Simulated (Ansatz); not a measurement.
The system is MgSe.

```
CELL_PARAMETERS angstrom
0.00000 2.72550 2.72550
2.72550 0.00000 2.72550
2.72550 2.72550 0.00000
ATOMIC_POSITIONS crystal
Se 0.50000 0.50000 0.50000
Mg 0.00000 0.00000 0.00000
```

Base run:

* Program: Ansatz 0.2.0
* Functional: PBEsol
* Potentials or basis: Ansatz PAW
* Cutoff: 420 eV (not typed: the program's choice for these potentials)
* k mesh: 8 × 8 × 8
* Occupations: fermi-dirac, width 0.05 eV
* Spin: no spin polarisation

Its results: band gap on the k mesh 1.77 eV, indirect (least direct gap 2.50 eV); pressure 0.0 GPa.

Q: After a change of settings the same cell gave: band gap on the k mesh 1.88 eV, indirect (least direct gap 2.75 eV); pressure 4.5 GPa. Which change was it?
A. k mesh from 8 × 8 × 8 to 6 × 6 × 6; spin from no spin polarisation to spin-orbit coupling, no magnetisation; potential files from those of the base run to others of the same set
B. functional from PBEsol to BLYP
C. functional from PBEsol to r2SCAN; cutoff from 420 eV (not typed: the program's choice for these potentials) to 500 eV (not typed: the program's choice for these potentials)
D. functional from PBEsol to revPBE

A: B.

BLYP binds less tightly than PBEsol, so the same cell stands under more pressure.

Caveats: the PAW data sets come from PBE, with cores solved anew for the run's functional, which leaves a small shift of forces and pressure.
